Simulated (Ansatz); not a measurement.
# C: the cost of one run

Method: DFT r2SCAN, scalar-relativistic, plane waves, PAW, in Ansatz 0.2.0.

A COD entry behind a cell of this session may itself be a prediction, so a difference from it is no test against experiment.

### 1 Starting point

The structure is hexagonal, space group P6_3/mmc (No. 194). Conventional cell: a = 2.510 Å, b = 2.510 Å, c = 8.280 Å, α = 90.00°, β = 90.00°, γ = 120.00°. C (site symmetry 3m) is surrounded by 4 C at 1.54 Å. C (site symmetry 3m) has 4 C at 1.54 to 1.57 Å as nearest neighbours.

Coordinates:

```
CELL_PARAMETERS angstrom
2.50984 0.00000 0.00000
-1.25492 2.17358 0.00000
0.00000 0.00000 8.28032
ATOMIC_POSITIONS crystal
C 0.00000 0.00000 0.09293
C 0.00000 0.00000 0.59293
C 0.00000 0.00000 0.40707
C 0.00000 0.00000 0.90707
C 0.33333 0.66667 0.15550
C 0.66667 0.33333 0.65550
C 0.33333 0.66667 0.34450
C 0.66667 0.33333 0.84450
```

This cell was relaxed beforehand with the same method: volume 5.65 Å³/atom, gap on the mesh 4.80 eV.

### 2 Zero of energy

The reference gives a free energy of -2012.3620 eV, pressure 0.00 GPa, largest force 0.002 eV/Å and gap on the mesh 4.80 eV. It was computed beforehand with the settings of the runs below.

### 3 The scan: moving one atom along a line

Atom 1 (C) is moved by x along the Cartesian unit vector (-0.500, -0.866, 0.000); the cell and all other atoms stay fixed. Forces below are components along that vector, summed over the moved atoms. In a periodic cell its images move with it.

### 4 x = -0.300 Å

Contents of input.yaml:

```yaml
crystal:
  lattice:
    - [2.5098396887, 0.0, 0.0]
    - [-1.2549198443, 2.1735849298, 0.0]
    - [0.0, 0.0, 8.280324606]
  atoms:
    - { symbol: C, position: [0.1195295466, 0.1195295466, 0.0929334766] }
    - { symbol: C, position: [0.0, 0.0, 0.5929334766] }
    - { symbol: C, position: [0.0, 0.0, 0.4070665234] }
    - { symbol: C, position: [0.0, 0.0, 0.9070665234] }
    - { symbol: C, position: [0.3333333333, 0.6666666667, 0.1554962099] }
    - { symbol: C, position: [0.6666666667, 0.3333333333, 0.6554962099] }
    - { symbol: C, position: [0.3333333333, 0.6666666667, 0.3445037901] }
    - { symbol: C, position: [0.6666666667, 0.3333333333, 0.8445037901] }
basis:
  ecutwfc: 500
kpoints:
  mp_grid: { grid: [12, 12, 4] }
hamiltonian:
  xc: r2scan
scf:
  occupations: { method: gaussian, width: 0.05 }
output:
  forces: true
  stress: true
  eigenvalues: true
  write_density: true
  write_potential: true
  elf: true
  volumetric_format: npy
```

On the command line:

```
$ ansatz run input.yaml --threads 2 --pin off --max-ram 5120MiB --backend cpu --events-out ev --progress --plain --runs-dir out
```

Q: Estimate wall time and peak memory on 2 threads of Arm Neoverse V2, shared host.

About 35 s, with a peak of 0.69 GiB.
